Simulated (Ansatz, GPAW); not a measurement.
# Si(111) with Br on 25 % of the top atoms and H on the rest: bands and core levels, part 4 of 4

Wanted: the XPS lines and the band structure of Si(111) with Br on 25 % of the top atoms and H on the rest.

Ansatz 0.2.0 and GPAW 26.7.0; DFT, PBE, plane-wave PAW, default files, scalar-relativistic (the session's first sound run).

So far, gap on the k-mesh (eV): step 2 (relaxing the atoms) 1.11; step 3 (layer-resolved bands, DOS and potential) 1.11.

## Step 4: GPAW: core holes

This step: DFT, PBE, PAW datasets of GPAW, plane waves, scalar-relativistic (GPAW 26.7.0).

Core holes in GPAW use datasets generated with one core electron removed, a separate route to the same levels.

File run.py:

```python
import json
import numpy as np
from ase import Atoms
from ase.parallel import paropen
from gpaw import GPAW, PW, FermiDirac, Mixer, MixerDif, setup_paths

setup_paths.insert(0, '.')
atoms = Atoms(['Br', 'H', 'H', 'H', 'Si', 'Si', 'Si', 'Si', 'Si', 'Si', 'Si', 'Si', 'Si', 'Si', 'Si', 'Si', 'Si', 'Si', 'Si', 'Si', 'Si', 'Si', 'Si', 'Si', 'Si', 'Si', 'Si', 'Si', 'H', 'H', 'H', 'H'],
              cell=[[7.67918, 0.0, 0.0], [3.83959, 6.650365, 0.0], [0.0, 0.0, 24.773777]],
              scaled_positions=[[0.0, -0.0, 0.71755], [0.50046, -0.000921, 0.688425], [-0.000921, 0.50046, 0.688425], [0.50046, 0.50046, 0.688425], [-0.0, 0.0, 0.62582], [0.499708, 0.000584, 0.627824], [0.000584, 0.499708, 0.627824], [0.499708, 0.499708, 0.627824], [0.832354, 0.335292, 0.596076], [0.333333, 0.333333, 0.596313], [0.832354, 0.832354, 0.596076], [0.335292, 0.832354, 0.596076], [0.833393, 0.333213, 0.500616], [0.333333, 0.333333, 0.500926], [0.833393, 0.833393, 0.500616], [0.333213, 0.833393, 0.500616], [0.166777, 0.166777, 0.468445], [0.666446, 0.166777, 0.468445], [0.166777, 0.666446, 0.468445], [0.666667, 0.666667, 0.468362], [0.166667, 0.166667, 0.373127], [0.666667, 0.166667, 0.373127], [0.166667, 0.666667, 0.373127], [0.666667, 0.666667, 0.373127], [0.0, 0.0, 0.34149], [0.5, 0.0, 0.34149], [-0.0, 0.5, 0.34149], [0.5, 0.5, 0.34149], [0.0, 0.0, 0.282557], [0.5, 0.0, 0.282557], [-0.0, 0.5, 0.282557], [0.5, 0.5, 0.282557]],
              pbc=(True, True, False))
params = dict(mode=PW(500),
              xc='PBE',
              kpts={'size': (3, 3, 1), 'gamma': True},
              occupations=FermiDirac(0.02),
              nbands=-23,
              maxiter=200,
              txt='gs.txt',
              mixer=Mixer(0.05, 8, 80),
              poissonsolver={'dipolelayer': 'xy'})
atoms.calc = calc = GPAW(**params)
atoms.get_potential_energy()
ef = calc.get_fermi_level()
nk, ns = len(calc.get_ibz_k_points()), calc.get_number_of_spins()
out = dict(free=atoms.get_potential_energy(force_consistent=True), ef=ef, nel=calc.get_number_of_electrons(), cell=atoms.cell[:], frac=atoms.get_scaled_positions(wrap=False),
           eig=[[calc.get_eigenvalues(k, s) for k in range(nk)] for s in range(ns)], forces=atoms.get_forces(apply_constraint=False))
out['v'] = calc.get_electrostatic_potential().mean(axis=(0, 1))
out['site_potential'] = calc.get_atomic_electrostatic_potentials()
e0 = out['free'] + calc.get_reference_energy()
out['levels'] = {}
for i in [0, 4, 7, 8]:
    hole = atoms.copy()
    hole.calc = GPAW(**{**params, 'charge': -1, 'txt': f'hole{i}.txt', 'setups': {**params.get('setups', {}), i: 'hole' + params.get('setups', {}).get(atoms[i].symbol, '')}})
    out['levels'][i] = hole.get_potential_energy(force_consistent=True) + hole.calc.get_reference_energy() - e0
    with paropen('out.json', 'w') as f:
        json.dump(out, f, default=lambda a: a.tolist())
```

Command:

```console
$ gpaw-setup -f PBE Br > setup.log
$ gpaw-setup -f PBE H > setup.log
$ gpaw-setup -f PBE Si > setup.log
$ gpaw-setup -f PBE --core-hole=3d,1.0 --name=hole Br > setup.log
$ gpaw-setup -f PBE --core-hole=2p,1.0 --name=hole Si > setup.log
$ OMP_NUM_THREADS=1 mpirun -n 8 gpaw python run.py > run.log
```

Numbers of over 12 decimals in the logs are rounded to 6 here.

The log of the run:

```text
__  _  _
 | _ |_)|_||  |
 |__||  | ||/\| - 26.7.0

units:  Angstrom and eV
cores:  8
OpenMP: True

Versions:

Paths:

Git-hashes:

OMP_NUM_THREADS: 1

Environment variables:
  GPAW_CPUPY:          False
  GPAW_DEBUG:          False
  GPAW_MPI_BACKEND:    cgpaw
  GPAW_MPI_OPTIONS:    None
  GPAW_NO_C_EXTENSION: False
  GPAW_NO_GPU_MPI:     False
  GPAW_TRACE:          False
  GPAW_USE_GPUS:       False

Input parameters:
  mode=PW(ecut=500.0),
  kpts=MonkhorstPack(size=(3, 3, 1), gamma=True),
  maxiter=200,
  mixer=Pulay(name='pulay', nmaxold=8, beta=0.05, weight=80, sigma=0.015, g_ss=None),
  nbands=-23,
  occupations=Occupations(name='fermi-dirac', width=0.02, fixmagmom=False),
  poissonsolver=PoissonSolver(dipolelayer='xy'),
  xc=XC(name='PBE')

Diagonalizing LCAO Hamiltonian
Converting LCAO to pw mode

              H        H
       Br                Si       Si
              SiH      Si
                  Si       Si
       Si       Si       Si       Si

                  Sii      SiSi

            Si        Si
                   Si        Si
              Si       Si
            Si        Si
              H        H
       Si       Si
       H        H

Atoms  # Å, Bohr magnetons
|    | symbol |        x |         y |         z |    initial magnetic moments |
|----|--------|----------|-----------|-----------|-----------------------------|
|  0 |     Br | 0.000000 |  0.000000 | 17.776424 | ( 0.0000,  0.0000,  0.0000) |
|  1 |      H | 3.839586 | -0.006125 | 17.054887 | ( 0.0000,  0.0000,  0.0000) |
|  2 |      H | 1.914489 |  3.328242 | 17.054887 | ( 0.0000,  0.0000,  0.0000) |
|  3 |      H | 5.764684 |  3.328242 | 17.054887 | ( 0.0000,  0.0000,  0.0000) |
|  4 |     Si | 0.000000 |  0.000000 | 15.503925 | ( 0.0000,  0.0000,  0.0000) |
|  5 |     Si | 3.839590 |  0.003884 | 15.553572 | ( 0.0000,  0.0000,  0.0000) |
|  6 |     Si | 1.923158 |  3.323241 | 15.553572 | ( 0.0000,  0.0000,  0.0000) |
|  7 |     Si | 5.756022 |  3.323241 | 15.553572 | ( 0.0000,  0.0000,  0.0000) |
|  8 |     Si | 7.679180 |  2.229814 | 14.767054 | ( 0.0000,  0.0000,  0.0000) |
|  9 |     Si | 3.839586 |  2.216786 | 14.772925 | ( 0.0000,  0.0000,  0.0000) |
| 10 |     Si | 9.587694 |  5.535458 | 14.767054 | ( 0.0000,  0.0000,  0.0000) |
| 11 |     Si | 5.770666 |  5.535458 | 14.767054 | ( 0.0000,  0.0000,  0.0000) |
| 12 |     Si | 7.679176 |  2.215988 | 12.402149 | ( 0.0000,  0.0000,  0.0000) |
| 13 |     Si | 3.839586 |  2.216786 | 12.409829 | ( 0.0000,  0.0000,  0.0000) |
| 14 |     Si | 9.599662 |  5.542368 | 12.402149 | ( 0.0000,  0.0000,  0.0000) |
| 15 |     Si | 5.758690 |  5.542368 | 12.402149 | ( 0.0000,  0.0000,  0.0000) |
| 16 |     Si | 1.921066 |  1.109128 | 11.605152 | ( 0.0000,  0.0000,  0.0000) |
| 17 |     Si | 5.758114 |  1.109128 | 11.605152 | ( 0.0000,  0.0000,  0.0000) |
| 18 |     Si | 3.839590 |  4.432109 | 11.605152 | ( 0.0000,  0.0000,  0.0000) |
| 19 |     Si | 7.679184 |  4.433579 | 11.603096 | ( 0.0000,  0.0000,  0.0000) |
| 20 |     Si | 1.919799 |  1.108396 |  9.243765 | ( 0.0000,  0.0000,  0.0000) |
| 21 |     Si | 5.759389 |  1.108396 |  9.243765 | ( 0.0000,  0.0000,  0.0000) |
| 22 |     Si | 3.839594 |  4.433579 |  9.243765 | ( 0.0000,  0.0000,  0.0000) |
| 23 |     Si | 7.679184 |  4.433579 |  9.243765 | ( 0.0000,  0.0000,  0.0000) |
| 24 |     Si | 0.000000 |  0.000000 |  8.459997 | ( 0.0000,  0.0000,  0.0000) |
| 25 |     Si | 3.839590 |  0.000000 |  8.459997 | ( 0.0000,  0.0000,  0.0000) |
| 26 |     Si | 1.919795 |  3.325182 |  8.459997 | ( 0.0000,  0.0000,  0.0000) |
| 27 |     Si | 5.759385 |  3.325182 |  8.459997 | ( 0.0000,  0.0000,  0.0000) |
| 28 |      H | 0.000000 |  0.000000 |  7.000004 | ( 0.0000,  0.0000,  0.0000) |
| 29 |      H | 3.839590 |  0.000000 |  7.000004 | ( 0.0000,  0.0000,  0.0000) |
| 30 |      H | 1.919795 |  3.325182 |  7.000004 | ( 0.0000,  0.0000,  0.0000) |
| 31 |      H | 5.759385 |  3.325182 |  7.000004 | ( 0.0000,  0.0000,  0.0000) |

Unit cell  # Å
| periodic |        x |        y |         z |   lengths |    angles |
|----------|----------|----------|-----------|-----------|-----------|
|      yes | 7.679180 | 0.000000 |  0.000000 |  7.679180 | 90.000000 |
|      yes | 3.839590 | 6.650365 |  0.000000 |  7.679180 | 90.000000 |
|       no | 0.000000 | 0.000000 | 24.773777 | 24.773777 | 60.000000 |

Number of symmetries: 1
Symmetry operations  # r_c * U_cc + t_c -> r_c
|   | kind |            matrix            |
|---|------|------------------------------|
| 0 |  E   |  1, 0, 0,  0, 1, 0,  0, 0, 1 |

BZ-sampling:
  Number of BZ points: 9
  Number of IBZ points: 5

  Monkhorst-Pack size: [3, 3, 1]
  Monkhorst-Pack shift: [0, 0, 0]

K-points  # in reciprocal-cell coordinates
|   |                                coordinates |     weight |
|---|--------------------------------------------|------------|
| 0 | (  0.00000000,   0.00000000,   0.00000000) | 0.11111111 |
| 1 | (  0.00000000,   0.33333333,   0.00000000) | 0.22222222 |
| 2 | (  0.33333333,  -0.33333333,   0.00000000) | 0.22222222 |
| 3 | (  0.33333333,   0.00000000,   0.00000000) | 0.22222222 |
| 4 | (  0.33333333,   0.33333333,   0.00000000) | 0.22222222 |

Plane wave coefficients: 32214
Cutoff: 500.0 eV

Spin-components: 1 (collinear spins)
Bands:           78
Projectors:      146
Spin-degeneracy: 2
Datatype:        complex128

  Storage: CPU
  Wave functions: 199_411_680 bytes (24_926_460 per core)
  Projectors: 138_054_240 bytes (17_256_780 per core)

Parallelization:
  kpt:    1
  domain: 8
  band:   1

Density:
  Valence electrons: 110.0
  Components: 1
  Grid points: [ 40  40 128]
  Charge: 0.0  # |e|

Potential:
  Grid points: [ 40  40 128]

species:
  Br:
    name:    Bromine
    Z:       35.0
    valence: 7
    core:    28
    charge:  0.0  # [|e|]
    compensation charges:
      type: gauss
      rc: 0.35  # [Å]
      lmax: 2
    cutoffs:
      filter: 1.98  # [Å]
      core: 2.38  # [Å]
    projectors
    | kind |    occ | energy [eV] | rcut [Å] |
    |------|--------|-------------|----------|
    |   4s |  2.000 |     -20.121 |    1.111 |
    |   4p |  5.000 |      -7.861 |    1.111 |
    |    s |        |       7.091 |    1.111 |
    |    p |        |      19.351 |    1.111 |
    |    d |        |       0.000 |    1.111 |

    Using partial waves for Br as LCAO basis

  H:
    name:    Hydrogen
    Z:       1.0
    valence: 1
    core:    0
    charge:  0.0  # [|e|]
    compensation charges:
      type: gauss
      rc: 0.15  # [Å]
      lmax: 2
    cutoffs:
      filter: 0.85  # [Å]
      core: 0.53  # [Å]
    projectors
    | kind |    occ | energy [eV] | rcut [Å] |
    |------|--------|-------------|----------|
    |   1s |  1.000 |      -6.494 |    0.476 |
    |    s |        |      20.717 |    0.476 |
    |    p |        |       0.000 |    0.476 |

    Using partial waves for H as LCAO basis

  Si:
    name:    Silicon
    Z:       14.0
    valence: 4
    core:    10
    charge:  0.0  # [|e|]
    compensation charges:
      type: gauss
      rc: 0.33  # [Å]
      lmax: 2
    cutoffs:
      filter: 1.86  # [Å]
      core: 2.06  # [Å]
    projectors
    | kind |    occ | energy [eV] | rcut [Å] |
    |------|--------|-------------|----------|
    |   3s |  2.000 |     -10.812 |    1.058 |
    |   3p |  2.000 |      -4.081 |    1.058 |
    |    s |        |      16.399 |    1.058 |
    |    p |        |      23.131 |    1.058 |
    |    d |        |       0.000 |    1.058 |

    Using partial waves for Si as LCAO basis

Reference energy: -260261.947588  # eV

eigensolver:
  PPCG
  Converge bands: occupied
  niter=2

density mixing:
  Pulay-Mixer
  Linear mixing parameters: 0.05
  Old densities: 8
  Fourier metric: weight=80, sigma=0.015

occupation numbers:
  Fermi-Dirac:
    width: 0.0200  # eV

<gpaw.new.pw.poisson.DipoleLayerPWPoissonSolver object at 0x46904d421580>
xc functional:
  name: PBE with 2 nearest neighbor stencil

Initialization done in: 3.864 s

convergence criteria:
- Maximum [total energy] change in last 3 cyles: 0.0005 eV / valence electron
- Maximum integral of absolute [dens]ity change: 0.0001 electrons / valence electron
- Maximum integral of absolute [eigenst]ate change: 4e-08 eV^2 / valence electron
maximum number of iterations: 200

SCF iterations
|iter     |     time |      energy | eigst |  dens |
|---------|----------|-------------|-------|-------|
|iter:   1|       0s | -157.794698 | +0.12 |       |
|iter:   2|       5s | -157.789865 | -1.40 | -0.78 |
|iter:   3|       9s | -155.720030 | -1.89 | -0.80 |
|iter:   4|      14s | -155.175208 | -2.58 | -1.06 |
|iter:   5|      19s | -154.952005 | -2.39 | -1.22 |
|iter:   6|      24s | -154.920892 | -3.14 | -1.67 |
|iter:   7|      29s | -154.938843c| -3.40 | -1.77 |
|iter:   8|      34s | -154.924835c| -3.57 | -1.99 |
|iter:   9|      38s | -154.926794c| -4.52 | -2.29 |
|iter:  10|      43s | -154.926219c| -4.43 | -2.48 |
|iter:  11|      48s | -154.925509c| -5.27 | -2.87 |
|iter:  12|      53s | -154.925325c| -5.50 | -2.98 |
|iter:  13|      57s | -154.925325c| -6.46 | -3.34 |
|iter:  14|      62s | -154.925330c| -6.41 | -3.42 |
|iter:  15|      67s | -154.925329c| -7.45c| -3.74 |
|iter:  16|      71s | -154.925333c| -7.52c| -3.76 |
|iter:  17|      74s | -154.925334c| -7.68c| -3.87 |
|iter:  18|      79s | -154.925336c| -7.63c| -3.90 |
|iter:  19|      81s | -154.925336c| -8.15c| -4.22c|

Converged in 19 steps
SCF loop duration: 85.782 s (4.515 s/step)
Energy contributions relative to reference atoms: (reference = -260261.947588)

Energy contributions:
  Kinetic:         212.786533
  Coulomb:        -196.430736
  Zero:             -0.309584
  External:          0.000000
  Xc:             -170.971549
  Entropy:          -0.000000
  Spinorbit:         0.000000
  ----------------------------
  Free energy:    -154.925336
  Extrapolated:   -154.925336

dipole moment: (-151.556492, -87.501176, -0.136057)  # |e|*Ang

Fermi level: -0.296
Eigenvalues  # (at kpt = [0.000, 0.000, 0.000])
| band index |      eig [eV] | occ [0-2] |
|------------|---------------|-----------|
|          0 |       -15.900 |     2.000 |
|        ... |               |           |
|         47 |        -2.069 |     2.000 |
|         48 |        -2.049 |     2.000 |
|         49 |        -1.661 |     2.000 |
|         50 |        -1.661 |     2.000 |
|         51 |        -1.250 |     2.000 |
|         52 |        -1.250 |     2.000 |
|         53 |        -0.810 |     2.000 |
|         54 |        -0.810 |     2.000 |
|         55 |         0.296 |     0.000 |
|         56 |         0.317 |     0.000 |
|         57 |         0.317 |     0.000 |
|         58 |         0.722 |     0.000 |
|         59 |         0.933 |     0.000 |
|         60 |         0.933 |     0.000 |
|         61 |         0.945 |     0.000 |
|         62 |         0.997 |     0.000 |
|        ... |               |           |
|         77 |         2.812 |     0.000 |

Gap: 1.107 eV
Transition (v -> c):
  (s=0, k=0, n=54, [0.00, 0.00, 0.00]) -> (s=0, k=0, n=55, [0.00, 0.00, 0.00])
No difference between direct/indirect transitions
vacuum-level: 4.105  # V
Workfunctions: 4.641, 4.161 eV (top, bottom)

Forces  # eV/Ang
|        x |        y |        z |
|----------|----------|----------|
| -0.00000 |  0.00000 |  0.07439 |  # Br   0
|  0.00000 | -0.00027 |  0.04081 |  # H    1
| -0.00027 |  0.00019 |  0.04081 |  # H    2
|  0.00028 |  0.00019 |  0.04080 |  # H    3
|  0.00000 |  0.00002 | -0.05931 |  # Si   4
| -0.00001 |  0.00103 | -0.02240 |  # Si   5
|  0.00090 | -0.00054 | -0.02240 |  # Si   6
| -0.00096 | -0.00056 | -0.02241 |  # Si   7
| -0.00001 |  0.00245 |  0.00315 |  # Si   8
|  0.00005 |  0.00002 |  0.00099 |  # Si   9
| -0.00213 | -0.00125 |  0.00314 |  # Si  10
|  0.00213 | -0.00125 |  0.00313 |  # Si  11
|  0.00005 |  0.00026 |  0.00123 |  # Si  12
|  0.00004 |  0.00004 |  0.00231 |  # Si  13
| -0.00009 | -0.00004 |  0.00124 |  # Si  14
|  0.00024 | -0.00006 |  0.00123 |  # Si  15
[...]
|  0.00005 |  0.00004 |  0.89081 |  # Si  24
|  0.00005 | -0.00107 |  0.88434 |  # Si  25
| -0.00091 |  0.00059 |  0.88434 |  # Si  26
|  0.00101 |  0.00059 |  0.88434 |  # Si  27
| -0.00000 | -0.00004 | -0.82865 |  # H   28
| -0.00000 | -0.00005 | -0.82926 |  # H   29
| -0.00001 | -0.00003 | -0.82926 |  # H   30
|  0.00001 | -0.00003 | -0.82926 |  # H   31

Force computation time: 1.000  # s

timing:  # [seconds]
  Total:  534.985  # ━━━━━━━━━━━━━━━━━━━━━━━━━━━━━━━━━━━━━━━━━━━━━━━━━━━━━━━━
  Init:     3.465  # ╸
  SCF:     85.782  # ━━━━━━━━━
  Forces:   1.000  #

Max RSS: 581.562  # MiB
```

Wall time 8.9 min (8 MPI ranks of Arm Neoverse V2, shared host).

Numbers from this step:

```
free energy                                                         : -154.9253 eV
Fermi energy                                                        : -0.2956 eV
gap on the k-mesh                                                   : 1.107 eV
ionisation potential, upper face                                    : 5.155 eV
upper vacuum level less the lowest empty level (Kohn–Sham affinity) : 4.049 eV
ionisation potential, lower face                                    : 4.675 eV
```

From the valence-band maximum. Planar mean, electrostatic potential against z:

| z (Å) | planar mean, electrostatic potential (eV) |
| --- | --- |
| 0.0 | 4.92 |
| 0.5 | 4.68 |
| 1.0 | 4.68 |
| 1.5 | 4.68 |
| 2.0 | 4.68 |
| 2.5 | 4.68 |
| 3.0 | 4.68 |
| 3.5 | 4.67 |
| 4.0 | 4.67 |
| 4.5 | 4.67 |
| 5.0 | 4.67 |
| 5.5 | 4.65 |
| 6.0 | 4.54 |
| 6.5 | 4.02 |
| 7.0 | 2.36 |
| 7.5 | 1.82 |
| 8.0 | -3.94 |
| 8.5 | -11.3 |
| 9.0 | -11.6 |
| 9.5 | -7.60 |
| 10.0 | 0.0681 |
| 10.5 | 2.04 |
| 11.0 | -1.72 |
| 11.5 | -9.91 |
| 12.0 | -11.4 |
| 12.5 | -10.0 |
| 13.0 | -1.84 |
| 13.5 | 2.03 |
| 14.0 | 0.160 |
| 14.5 | -7.45 |
| 15.0 | -11.8 |
| 15.5 | -11.4 |
| 16.0 | -4.02 |
| 16.5 | 1.88 |
| 17.0 | 2.25 |
| 17.5 | 1.33 |
| 18.0 | 1.64 |
| 18.5 | 4.15 |
| 19.0 | 4.96 |
| 19.5 | 5.12 |
| 20.0 | 5.15 |
| 20.5 | 5.15 |
| 21.0 | 5.16 |
| 21.5 | 5.16 |
| 22.0 | 5.16 |
| 22.5 | 5.16 |
| 23.0 | 5.16 |
| 23.5 | 5.16 |
| 24.0 | 5.16 |
| 24.5 | 5.09 |

Each level is the free energy with the hole less that without it. The electron stays in the lowest empty state, so these are excitation energies, not binding energies. The hole's nearest image is 7.7 Å away, and the holes carry no spin, so absolute levels are rough.

| atom | region | shell | level (eV) | shift (eV) | j lines (eV) | doubts |
| --- | --- | --- | --- | --- | --- | --- |
| Br1 | adsorbate | 3d | 70.08 | - | - | - |
| Si5 | layer 1 | 2p | 101.52 | +0.67 | - | - |
| Si8 | layer 1 | 2p | 100.98 | +0.13 | - | - |
| Si9 | layer 2 | 2p | 100.84 | +0.00 | - | - |

Levels of p, d and f shells are means over their two j lines, weighted by degeneracy; the splitting comes from the atom's own solve. Shifts count from the last listed atom of each element. With the electron kept in the cell, its attraction to the hole differs by site and enters these shifts.

The Si 2p lines of the listed atoms alone (other atoms of the cell aren't counted), as Gaussians 0.5 eV wide, no depth weighting. Table of intensity by Si 2p level; read off at these points:

| Si 2p level (eV) | intensity (%) |
| --- | --- |
| 99.80 | 3.0e-4 |
| 100.00 | 0.0204 |
| 100.20 | 0.583 |
| 100.40 | 7.09 |
| 100.60 | 37.4 |
| 100.80 | 87.6 |
| 100.91 | 100.0 |
| 101.00 | 94.3 |
| 101.20 | 60.3 |
| 101.40 | 53.8 |
| 101.60 | 48.9 |
| 101.80 | 21.3 |
| 102.00 | 3.87 |
| 102.20 | 0.290 |
| 102.40 | 0.00895 |

## Step 5: The programs side by side

Same cell, functional and SCF mesh; potentials, basis and cutoffs are each program's own. Levels count from each run's own zero.

| quantity | Ansatz | GPAW |
| --- | --- | --- |
| ionisation potential, upper face (eV) | 5.16 | 5.16 |
| level at K (eV) | -2.20 | - |
| level at K (eV) | -2.15 | - |
| level at K (eV) | 2.15 | - |
| level at K (eV) | 2.54 | - |
| level at Γ (eV) | -1.24 | - |
| level at Γ (eV) | -0.85 | - |
| level at Γ (eV) | -0.44 | - |
| level at Γ (eV) | 0.00 | - |
| level at M (eV) | -1.71 | - |
| level at M (eV) | -1.26 | - |
| level at M (eV) | 1.13 | - |
| level at M (eV) | 1.74 | - |

## Step 6: Outcome

| Property | Result |
| --- | --- |
| ionisation potential | 5.16 eV (upper face; lower face 4.68 eV) |
| electron affinity (Kohn–Sham) | 4.05 eV (slab's lowest empty level against the upper vacuum) |
| Si core shifts among the listed atoms, from the last listed one | +0.00 to +0.67 eV |

The valence top of Si(111) with Br on 25 % of the top atoms and H on the rest lies 5.16 eV (upper face; lower face 4.68 eV) below the vacuum and the lowest empty level 4.05 eV below the vacuum of the upper face. Only the strongest levels a point were stored, too few to count surface states. The upper face's value lies 0.48 eV above that of the hydrogen-covered lower face; the difference is the dipole step of the groups. Core shifts: Si +0.00 to +0.67 eV. Among the sites run, the most bound Si 2p level is that of Si5 (layer 1), bonded to 3 Si and 1 Br; the least bound, 0.67 eV shallower, that of Si9 (layer 2), bonded to 4 Si. That is the order that electronegative neighbours give as a rule, though screening of the hole enters too. These are excitation energies with the electron kept in the cell, so its attraction to the hole, which differs by site, enters the order. At 21.2 eV the valence spectrum has its highest listed peaks within 10.8 eV at 1.6 eV (Br 4p), 2.5 eV (Br 4p), 3.6 eV (mixed, H 1s leading) and 5.4 eV (H 1s). At 1486.7 eV the valence spectrum has its highest listed peaks within 13 eV at 1.6 eV (mixed, Br 4p leading), 2.5 eV (Br 4p), 5.9 eV (Si 3s), 6.5 eV (Si 3s) and 9.1 eV (Si 3s). The shell named is the one with most of the intensity, cross sections included, not always the one with most states there. In the main run, from 1486.7 eV towards hard X-rays the Br 4s share grows by 14 points, as its cross section falls more slowly with photon energy than those of the shells it gains on. The plane-wave programs agree on the ionisation potential, upper face to 0.01 eV. The spectra rest on a 3×3×1 mesh, so closely spaced maxima can be ripples of the mesh. The slab's own atoms span 7.1 Å, so bulk bands appear as a few quantum-well levels, and states of the two faces can mix. The affinity uses the Kohn–Sham gap, which is too small, so the true affinity is lower and the true ionisation potential usually higher.

[Logs are printed without paths, hosts, clocks, repeated set-up lines and the standing remarks that a program may print on its own settings, such as how far it seeks lower states.]

[Hosts, paths, dates, database ids (printed as entryN), source tags and the programs' standing remarks are cut or masked in the printed files.]

[Maps of the electrostatic potential energy from Ansatz leave out the sawtooth potential of an applied field or a dipole correction, so their vacuum need not be flat; work functions include it.]
